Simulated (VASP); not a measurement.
GaN in VASP 6.6.1, single-point calculation

INCAR

```
EDIFF = 1E-7
LASPH = .TRUE.
LCHARG = .FALSE.
NSW = 0
IBRION = -1
PREC = Accurate
NBANDS = 16
LWAVE = .FALSE.
ENCUT = 520
SIGMA = 0.02
ISIF = 2
GGA = PE
ISMEAR = -1
NELM = 61
LREAL = .TRUE.
```

KPOINTS

```
KPOINTS created by Atomic Simulation Environment
0
Gamma
15 15 15
0 0 0
```

POSCAR

```
Ga N
 1.0000000000000000
     0.0000000000000000    2.2030739097000001    2.2968536679999998
     2.2030739097000001    0.0000000000000000    2.2968536679999998
     2.2030739097000001    2.2030739097000001    0.0000000000000000
 Ga  N
   1   1
Cartesian
  0.0000000000000000  0.0000000000000000  0.0000000000000000
  1.1015369548499998  1.1015369548499998  1.1484268339999997
```

The recommended PBE PAW datasets give the neutral cell 18 valence electrons.

Command

```
mpirun -np 1 vasp_std
```

OSZICAR

```
N       E                     dE             d eps       ncg     rms          rms(c)
DAV:   1     0.785826003857E+02    0.78583E+02   -0.93411E+03 10440   0.202E+03
DAV:   2    -0.880266793398E+01   -0.87385E+02   -0.82140E+02 10664   0.320E+02
DAV:   3    -0.140391623427E+02   -0.52365E+01   -0.52189E+01 10872   0.680E+01
DAV:   4    -0.140944553406E+02   -0.55293E-01   -0.55288E-01 11672   0.748E+00
DAV:   5    -0.140951963414E+02   -0.74100E-03   -0.74099E-03 11064   0.767E-01    0.783E+00
DAV:   6    -0.120486912129E+02    0.20465E+01   -0.48846E+00 13944   0.406E+01    0.281E+00
DAV:   7    -0.120604527930E+02   -0.11762E-01   -0.33662E-01 10304   0.656E+00    0.186E+00
DAV:   8    -0.120571603716E+02    0.32924E-02   -0.53374E-02 10624   0.334E+00    0.798E-01
DAV:   9    -0.120531794135E+02    0.39810E-02   -0.14685E-02 13960   0.286E+00    0.193E-01
DAV:  10    -0.120535027845E+02   -0.32337E-03   -0.16141E-03 11128   0.581E-01    0.946E-02
DAV:  11    -0.120534012382E+02    0.10155E-03   -0.30482E-04 13552   0.260E-01    0.109E-02
DAV:  12    -0.120534067526E+02   -0.55144E-05   -0.30073E-05 11080   0.553E-02    0.120E-02
DAV:  13    -0.120534065279E+02    0.22471E-06   -0.85924E-07 11384   0.162E-02    0.359E-03
DAV:  14    -0.120534064550E+02    0.72889E-07   -0.54966E-08  8496   0.302E-03
   1 F= -.12053406E+02 E0= -.12053406E+02  d E =-.369363E-10
```

Standard output (part)

```
POSCAR found type information on POSCAR GaN
 POSCAR found :  2 types and       2 ions
|     You have a (more or less) 'small supercell' and for smaller cells       |
|     it is recommended to use the reciprocal-space projection scheme!        |
|     The real-space optimization is not efficient for small cells and it     |
|     is also less accurate ...                                               |
|     Therefore, set LREAL=.FALSE. in the INCAR file.                         |
|     The real-space projection scheme for the treatment of the non-local     |
|     real-space optimization of all non-local projectors! BE WARNED that     |
|     a calculation using the real-space projection scheme together with      |
|     non-local projectors which were not real-space optimized (according     |
|     to the plane-wave cutoff used in this calculation) might give more      |
|     or less inaccurate results. I hope you know what you are doing.         |
 LDA part: xc-table for (Slater+PW92), standard interpolation
 POSCAR, INCAR and KPOINTS ok, starting setup
 WAVECAR not read
 entering main loop
```

From OUTCAR

```
k-points           NKPTS =    288   k-points in BZ     NKDIM =    288   number of bands    NBANDS=     16

   NELECT =      18.0000    total number of electrons

   dimension x,y,z NGX =    24 NGY =   24 NGZ =   24
   dimension x,y,z NGXF=    48 NGYF=   48 NGZF=   48

  energy-cutoff  :      520.00
  volume of cell :       22.30
      direct lattice vectors                 reciprocal lattice vectors
     0.000000000  2.203073910  2.296853668    -0.226955618  0.226955618  0.217689097
     2.203073910  0.000000000  2.296853668     0.226955618 -0.226955618  0.217689097
     2.203073910  2.203073910  0.000000000     0.226955618  0.226955618 -0.217689097

 k-points in reciprocal lattice and weights: KPOINTS created by Atomic Simulation Env
   0.00000000  0.00000000  0.00000000       0.000
   0.06666667  0.00000000  0.00000000       0.002
   0.13333333  0.00000000  0.00000000       0.002
   0.20000000  0.00000000  0.00000000       0.002
   0.26666667  0.00000000  0.00000000       0.002
   0.33333333  0.00000000  0.00000000       0.002
   0.40000000  0.00000000  0.00000000       0.002
   0.46666667  0.00000000  0.00000000       0.002
   ...

 E-fermi :   5.9769

 k-point     1 :       0.0000    0.0000    0.0000
  band No.  band energies     occupation
      1     -10.5717      2.00000
      2      -7.9284      2.00000
      3      -7.8797      2.00000
      4      -7.8797      2.00000
      5      -7.5522      2.00000
      6      -7.5493      2.00000
      7       5.4292      2.00000
      8       5.6410      2.00000
      9       5.6410      2.00000
     10       7.4725      0.00000
     11      16.0092      0.00000
     12      16.0092      0.00000
     13      16.1254      0.00000
     14      23.5377      0.00000
     15      23.7362      0.00000
     16      24.7530      0.00000

 k-point     2 :       0.0667    0.0000    0.0000
  band No.  band energies     occupation
      1     -10.5188      2.00000
      2      -7.9184      2.00000
      3      -7.8730      2.00000
      4      -7.8676      2.00000
      5      -7.5523      2.00000
      6      -7.5506      2.00000
      7       4.9876      2.00000
      8       5.4608      2.00000
      9       5.5952      2.00000
     10       7.9286      0.00000
     11      15.7654      0.00000
     12      16.1002      0.00000
     13      16.1869      0.00000
     14      22.9457      0.00000
     15      23.8150      0.00000
     16      24.2902      0.00000

 k-point     3 :       0.1333    0.0000    0.0000
  band No.  band energies     occupation
      1     -10.3707      2.00000
      2      -7.8932      2.00000
      3      -7.8550      2.00000
      4      -7.8193      2.00000
      5      -7.5532      2.00000
      6      -7.5514      2.00000
      7       3.8972      2.00000
      8       5.2978      2.00000
      9       5.4696      2.00000
     10       8.6974      0.00000
     11      15.2185      0.00000
     12      16.3282      0.00000
     13      16.3400      0.00000
     14      22.1804      0.00000
     15      23.3430      0.00000
     16      23.3478      0.00000

 ...

  Total        0.8070340      0.8070340     -0.1944738      0.0000000      0.0000000      0.0000000
  in kB       57.9937183     57.9937183    -13.9749498      0.0000000      0.0000000      0.0000000
  external PRESSURE =      34.0041622 kB  Pullay stress =       0.0000000 kB

 POSITION                                       TOTAL-FORCE (eV/Angst)
 -----------------------------------------------------------------------------------
      0.00000      0.00000      0.00000         0.000000      0.000000     -0.000000
      1.10154      1.10154      1.14843        -0.000000     -0.000000      0.000000
 -----------------------------------------------------------------------------------
    total drift:                                0.000000      0.000000      0.000002

  FREE ENERGIE OF THE ION-ELECTRON SYSTEM (eV)
  ---------------------------------------------------
  free  energy   TOTEN  =       -12.0534064550 eV

  energy  without entropy=      -12.0534064550  energy(sigma->0) =      -12.05340645
```

It converged. Results: gap between bands v and c on the k mesh 1.83 eV; least direct gap on the k mesh 1.83 eV; pressure 3.4 GPa. Band v is the last that the valence electrons fill when counted band by band, and c is the next.

These settings aren't sound, so the numbers aren't properties of the crystal.

On sound settings PBE gives a gap of 1.82 eV on its mesh and a pressure of 10.3 GPa for the intended cell.

The run took about 1.7 min on one core of a shared host (Intel Xeon Platinum 8488C) and held 0.19 GiB at most.
